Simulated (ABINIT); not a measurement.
# CdSe (F-43m) in ABINIT: notebook, part 2 of 2

ABINIT 10.8.3 (patched build). Earlier steps stand in the parts before.

## Step 5: Equation of state, PBE

The input, run.abi:

```
# Datasets: one volume each
ndtset 7
getwfk -1
scalecart1 3*0.9795861087
scalecart2 3*0.9864848297
scalecart3 3*0.9932883884
scalecart4 3*1.0000000000
scalecart5 3*1.0066227096
scalecart6 3*1.0131594038
scalecart7 3*1.0196128224

# Pseudopotentials
pp_dirpath "./"
pseudos "Cd.upf, Se.upf"

# Structure
acell 3*1.0
rprim
     0.0000000000     5.8019716937     5.8019716937
     5.8019716937     0.0000000000     5.8019716937
     5.8019716937     5.8019716937     0.0000000000
ntypat 2
znucl 48 34
natom 2
typat 1 2
xred
     0.0000000000     0.0000000000     0.0000000000
     0.2500000000     0.2500000000     0.2500000000

# Plane-wave basis
ecut 43.0

# k points
kptopt 1
ngkpt 5 5 5
nshiftk 1
shiftk 0.0 0.0 0.0

# Exchange and correlation
ixc 11

# Bands and occupations
nband 22
occopt 3
tsmear 0.05 eV

# SCF cycle
nstep 100
tolvrs 1.0e-10

# Output
iomode 3
prtwf 1
prtden 0
prteig 0
prtebands 0
enunit 2
```

Potentials or basis: Ansatz NC PBE.

Command:

```sh
$ abinit run.abi > log 2>&1
```

It took 6.4 min on 1 thread of Intel Xeon Platinum 8375C at 2.90GHz (Ice Lake), shared host; peak memory 0.14 GiB.

The run converged. Its results:

```yaml
Equilibrium_volume: 29.76 Å³/atom
Bulk_modulus: 45 GPa
Pressure_derivative_of_the_bulk_modulus: 4.7
```

Energy against volume, from the lowest point:
```csv
volume (Å³/atom),energy (meV/atom)
27.206,35.97
27.784,20.54
28.363,9.72
28.942,3.02
29.521,0.00
30.100,0.28
30.679,3.51
```

Caveat: pressures at fixed basis lie under the slope of the energies.

## Step 6: Equation of state, PBE

Changes to run.abi since step 5:

```diff
@@ -13,3 +13,3 @@
 pp_dirpath "./"
-pseudos "Cd.upf, Se.upf"
+pseudos "48_Cd_20_2.2_2.3_pbe_n_v1.0.psp8, 34_Se_16_1.9_2.1_pbe_n_v1.0.psp8"
 
@@ -30,3 +30,3 @@
 # Plane-wave basis
-ecut 43.0
+ecut 34.0
```

Potentials or basis: SPMS NC PBE v1.0.

Command:

```sh
$ abinit run.abi > log 2>&1
```

run.abo:

```text
.Version 10.8.3 of ABINIT
 DATASET    1 : space group F-4 3 m (#216); Bravais cF (face-center cubic)
================================================================================
 Values of the parameters that define the memory need for DATASET  1.
     intxc =       0    ionmov =       0      iscf =       7    lmnmax =       6
     lnmax =       6     mgfft =      45  mpssoang =       3    mqgrid =    3001
     natom =       2  nloc_mem =       1    nspden =       1   nspinor =       1
    nsppol =       1      nsym =      24    n1xccc =    2501    ntypat =       2
    occopt =       3   xclevel =       2
       mpw =        3503          nfft =       91125          nkpt =          10
================================================================================
================================================================================
[... 61 lines left out ...]
 DATASET    7 : space group F-4 3 m (#216); Bravais cF (face-center cubic)
================================================================================
 Values of the parameters that define the memory need for DATASET  7.
     intxc =       0    ionmov =       0      iscf =       7    lmnmax =       6
     lnmax =       6     mgfft =      45  mpssoang =       3    mqgrid =    3001
     natom =       2  nloc_mem =       1    nspden =       1   nspinor =       1
    nsppol =       1      nsym =      24    n1xccc =    2501    ntypat =       2
    occopt =       3   xclevel =       2
       mpw =        3940          nfft =       91125          nkpt =          10
================================================================================
================================================================================

--------------------------------------------------------------------------------
------------- Echo of variables that govern the present computation ------------
--------------------------------------------------------------------------------
 -outvars: echo values of preprocessed input variables --------
            acell      1.0000000000E+00  1.0000000000E+00  1.0000000000E+00 Bohr
              amu      1.12411000E+02  7.89600000E+01
             ecut      3.40000000E+01 Hartree
           enunit           2
           getwfk          -1
              ixc          11
           jdtset        1    2    3    4    5    6    7
         kptrlatt        5    0    0      0    5    0      0    0    5
          kptrlen1     4.01886322E+01
          kptrlen2     4.04716601E+01
          kptrlen3     4.07507838E+01
          kptrlen4     4.10261353E+01
          kptrlen5     4.12978395E+01
          kptrlen6     4.15660148E+01
          kptrlen7     4.18307736E+01
            natom           2
            nband          22
           ndtset           7
            ngfft          45      45      45
             nkpt          10
            nstep         100
             nsym          24
           ntypat           2
           occopt           3
           prtden           0
        prtebands           0
           prteig           0
            rprim1     0.0000000000E+00  5.6835308742E+00  5.6835308742E+00
                       5.6835308742E+00  0.0000000000E+00  5.6835308742E+00
                       5.6835308742E+00  5.6835308742E+00  0.0000000000E+00
            rprim2     0.0000000000E+00  5.7235570582E+00  5.7235570582E+00
                       5.7235570582E+00  0.0000000000E+00  5.7235570582E+00
                       5.7235570582E+00  5.7235570582E+00  0.0000000000E+00
            rprim3     0.0000000000E+00  5.7630311132E+00  5.7630311132E+00
                       5.7630311132E+00  0.0000000000E+00  5.7630311132E+00
                       5.7630311132E+00  5.7630311132E+00  0.0000000000E+00
            rprim4     0.0000000000E+00  5.8019716937E+00  5.8019716937E+00
                       5.8019716937E+00  0.0000000000E+00  5.8019716937E+00
[... 28 lines left out ...]
            xcart1     0.0000000000E+00  0.0000000000E+00  0.0000000000E+00
                       2.8417654371E+00  2.8417654371E+00  2.8417654371E+00
            xcart2     0.0000000000E+00  0.0000000000E+00  0.0000000000E+00
                       2.8617785291E+00  2.8617785291E+00  2.8617785291E+00
            xcart3     0.0000000000E+00  0.0000000000E+00  0.0000000000E+00
                       2.8815155566E+00  2.8815155566E+00  2.8815155566E+00
            xcart4     0.0000000000E+00  0.0000000000E+00  0.0000000000E+00
                       2.9009858468E+00  2.9009858468E+00  2.9009858468E+00
            xcart5     0.0000000000E+00  0.0000000000E+00  0.0000000000E+00
                       2.9201982337E+00  2.9201982337E+00  2.9201982337E+00
            xcart6     0.0000000000E+00  0.0000000000E+00  0.0000000000E+00
                       2.9391610910E+00  2.9391610910E+00  2.9391610910E+00
            xcart7     0.0000000000E+00  0.0000000000E+00  0.0000000000E+00
                       2.9578823670E+00  2.9578823670E+00  2.9578823670E+00
             xred      0.0000000000E+00  0.0000000000E+00  0.0000000000E+00
                       2.5000000000E-01  2.5000000000E-01  2.5000000000E-01
            znucl       48.00000   34.00000

================================================================================

 chkinp: Checking input parameters for consistency, jdtset=   1.

 chkinp: Checking input parameters for consistency, jdtset=   2.
[... 33 lines left out ...]
 getcut: wavevector=  0.0000  0.0000  0.0000  ngfft=  45  45  45
         ecut(hartree)=     34.000   => boxcut(ratio)=   2.08552

--- Pseudopotential description ------------------------------------------------
- pspini: atom type   1  psp file is ./48_Cd_20_2.2_2.3_pbe_n_v1.0.psp8
    8   11    2    4       600   0.00000      pspcod,pspxc,lmax,lloc,mmax,r2well
    5.99000000000000    6.00000000000000    0.00000000000000   rchrg,fchrg,qchrg
     nproj     2     2     2
     extension_switch     1

- pspini: atom type   2  psp file is ./34_Se_16_1.9_2.1_pbe_n_v1.0.psp8
    8   11    2    4       600   0.00000      pspcod,pspxc,lmax,lloc,mmax,r2well
    5.99000000000000    5.00000000000000    0.00000000000000   rchrg,fchrg,qchrg
     nproj     2     2     2
     extension_switch     1

   2.77792503E+03                                ecore*ucvol(ha*bohr**3)
--------------------------------------------------------------------------------

================================================================================

--- !BeginCycle
iteration_state: {dtset: 1, }
solver: {iscf: 7, nstep: 100, nline: 4, wfoptalg: 0, }
tolerances: {tolvrs: 1.00E-10, }
...
[... 1110 lines left out ...]
-Cartesian components of stress tensor (GPa)         [Pressure= -1.2652E+00 GPa]
- sigma(1 1)=  1.26521353E+00  sigma(3 2)=  0.00000000E+00
- sigma(2 2)=  1.26521353E+00  sigma(3 1)=  0.00000000E+00
- sigma(3 3)=  1.26521353E+00  sigma(2 1)=  0.00000000E+00

== END DATASET(S) ==============================================================
================================================================================

 -outvars: echo values of variables after computation  --------
            acell      1.0000000000E+00  1.0000000000E+00  1.0000000000E+00 Bohr
           etotal1    -2.8267387972E+02
           etotal2    -2.8267502724E+02
           etotal3    -2.8267583524E+02
           etotal4    -2.8267633817E+02
           etotal5    -2.8267656846E+02
           etotal6    -2.8267655516E+02
           etotal7    -2.8267632364E+02
            fcart1     2.3688137557E-28  2.3688137557E-28 -7.1064412671E-28
                      -2.3688137557E-28 -2.3688137557E-28  7.1064412671E-28
            fcart2     4.7044961652E-29  4.7044961652E-29 -1.4113488496E-28
                      -4.7044961652E-29 -4.7044961652E-29  1.4113488496E-28
            fcart3    -0.0000000000E+00 -0.0000000000E+00 -0.0000000000E+00
                      -0.0000000000E+00 -0.0000000000E+00 -0.0000000000E+00
            fcart4    -1.4502856557E-30 -1.4502856557E-30  4.3508569672E-30
                       1.4502856557E-30  1.4502856557E-30 -4.3508569672E-30
            fcart5     1.4407440264E-30  1.4407440264E-30 -4.3222320793E-30
                      -1.4407440264E-30 -1.4407440264E-30  4.3222320793E-30
[... 38 lines left out ...]
                       0.0000000000E+00  0.0000000000E+00  0.0000000000E+00
           xangst1     0.0000000000E+00  0.0000000000E+00  0.0000000000E+00
                       1.5037975070E+00  1.5037975070E+00  1.5037975070E+00
           xangst2     0.0000000000E+00  0.0000000000E+00  0.0000000000E+00
                       1.5143879792E+00  1.5143879792E+00  1.5143879792E+00
           xangst3     0.0000000000E+00  0.0000000000E+00  0.0000000000E+00
                       1.5248323644E+00  1.5248323644E+00  1.5248323644E+00
           xangst4     0.0000000000E+00  0.0000000000E+00  0.0000000000E+00
                       1.5351355983E+00  1.5351355983E+00  1.5351355983E+00
           xangst5     0.0000000000E+00  0.0000000000E+00  0.0000000000E+00
                       1.5453023555E+00  1.5453023555E+00  1.5453023555E+00
           xangst6     0.0000000000E+00  0.0000000000E+00  0.0000000000E+00
                       1.5553370675E+00  1.5553370675E+00  1.5553370675E+00
           xangst7     0.0000000000E+00  0.0000000000E+00  0.0000000000E+00
                       1.5652439401E+00  1.5652439401E+00  1.5652439401E+00
             xred      0.0000000000E+00  0.0000000000E+00  0.0000000000E+00
                       2.5000000000E-01  2.5000000000E-01  2.5000000000E-01
 Calculation completed.
```

Run time: 4.9 min. Hardware: 1 thread of Intel Xeon Platinum 8375C at 2.90GHz (Ice Lake), shared host; peak memory 0.12 GiB.

What came out:

```yaml
Equilibrium_volume: 29.77 Å³/atom
Bulk_modulus: 45 GPa
Pressure_derivative_of_the_bulk_modulus: 4.7
```

Energy against volume, from the lowest point:
```tsv
volume (Å³/atom)	energy (meV/atom)
27.206	36.58
27.784	20.97
28.363	9.98
28.942	3.13
29.521	0.00
30.100	0.18
30.679	3.33
```

Caveat: pressures at fixed basis lie under the slope of the energies.

## Step 7: Equation of state, PBE

Changes to run.abi since step 6:

```diff
@@ -13,3 +13,3 @@
 pp_dirpath "./"
-pseudos "48_Cd_20_2.2_2.3_pbe_n_v1.0.psp8, 34_Se_16_1.9_2.1_pbe_n_v1.0.psp8"
+pseudos "Cd.GGA_PBE-JTH.xml, Se.GGA_PBE-JTH.xml"
 
@@ -30,3 +30,5 @@
 # Plane-wave basis
-ecut 34.0
+ecut 22.0
+pawecutdg 44.0
+pawxcdev 0
 
@@ -42,3 +44,3 @@
 # Bands and occupations
-nband 22
+nband 13
 occopt 3
@@ -48,3 +50,3 @@
 nstep 100
-tolvrs 1.0e-10
+tolvrs 1.0e-9
```

Potentials or basis: JTH PAW PBE v2.0.

Command:

```sh
$ abinit run.abi > log 2>&1
```

run.abo:

```text
.Version 10.8.3 of ABINIT
 DATASET    1 : space group F-4 3 m (#216); Bravais cF (face-center cubic)
================================================================================
 Values of the parameters that define the memory need for DATASET  1.
     intxc =       0    ionmov =       0      iscf =      17    lmnmax =      18
     lnmax =       6     mgfft =      36  mpssoang =       3    mqgrid =    3001
     natom =       2  nloc_mem =       2    nspden =       1   nspinor =       1
    nsppol =       1      nsym =      24    n1xccc =       1    ntypat =       2
    occopt =       3   xclevel =       2
       mpw =        1832          nfft =       46656          nkpt =          10
 PAW method is used; the additional fine FFT grid is defined by:
   mgfftf=        50    nfftf =    125000
================================================================================
================================================================================
[... 71 lines left out ...]
 DATASET    7 : space group F-4 3 m (#216); Bravais cF (face-center cubic)
[... 1511 lines left out ...]
                      -0.0000000000E+00 -0.0000000000E+00 -0.0000000000E+00
            fcart5     2.8814880529E-30  7.2037201322E-31 -5.7629761058E-30
                      -2.8814880529E-30 -7.2037201322E-31  5.7629761058E-30
[... 38 lines left out ...]
                       0.0000000000E+00  0.0000000000E+00  0.0000000000E+00
           xangst1     0.0000000000E+00  0.0000000000E+00  0.0000000000E+00
                       1.5037975070E+00  1.5037975070E+00  1.5037975070E+00
           xangst2     0.0000000000E+00  0.0000000000E+00  0.0000000000E+00
                       1.5143879792E+00  1.5143879792E+00  1.5143879792E+00
           xangst3     0.0000000000E+00  0.0000000000E+00  0.0000000000E+00
                       1.5248323644E+00  1.5248323644E+00  1.5248323644E+00
           xangst4     0.0000000000E+00  0.0000000000E+00  0.0000000000E+00
                       1.5351355983E+00  1.5351355983E+00  1.5351355983E+00
           xangst5     0.0000000000E+00  0.0000000000E+00  0.0000000000E+00
                       1.5453023555E+00  1.5453023555E+00  1.5453023555E+00
           xangst6     0.0000000000E+00  0.0000000000E+00  0.0000000000E+00
                       1.5553370675E+00  1.5553370675E+00  1.5553370675E+00
           xangst7     0.0000000000E+00  0.0000000000E+00  0.0000000000E+00
                       1.5652439401E+00  1.5652439401E+00  1.5652439401E+00
             xred      0.0000000000E+00  0.0000000000E+00  0.0000000000E+00
                       2.5000000000E-01  2.5000000000E-01  2.5000000000E-01
 Calculation completed.
```

It took 98 s on 1 thread of Intel Xeon Platinum 8375C at 2.90GHz (Ice Lake), shared host; peak memory 0.16 GiB.

Results:

- Equilibrium volume: 29.79 Å³/atom
- Bulk modulus: 45 GPa
- Pressure derivative of the bulk modulus: 4.6

Energy against volume, from the lowest point:
| volume (Å³/atom) | energy (meV/atom) |
| --- | --- |
| 27.206 | 36.95 |
| 27.784 | 21.26 |
| 28.363 | 10.14 |
| 28.942 | 3.23 |
| 29.521 | 0.00 |
| 30.100 | 0.11 |
| 30.679 | 3.18 |

Caveat: pressures at fixed basis lie under the slope of the energies.

## Step 8: The runs side by side

```tsv
potentials or basis	cutoff (eV)	fine-grid cutoff	V0 of scaled cells (Å³/atom)	B0 (GPa)
PseudoDojo NC SR PBE v0.4.1 standard	1442	-	29.78	45
PseudoDojo NC SR PBE v0.5 standard	1388	-	29.78	45
SG15 NC PBE v1.2	599	-	29.83	45
Ansatz NC PBE	1170	-	29.76	45
SPMS NC PBE v1.0	925	-	29.77	45
JTH PAW PBE v2.0	599	1197.3 eV	29.79	45
```

Alike in all rows: task equation of state; level PBE; no spin polarisation; cell as given; k mesh 5 × 5 × 5; smearing fermi-dirac 0.05 eV.

Caveats: pressures at fixed basis lie under the slope of the energies.

Absolute energies hang on the potentials; compare differences alone.
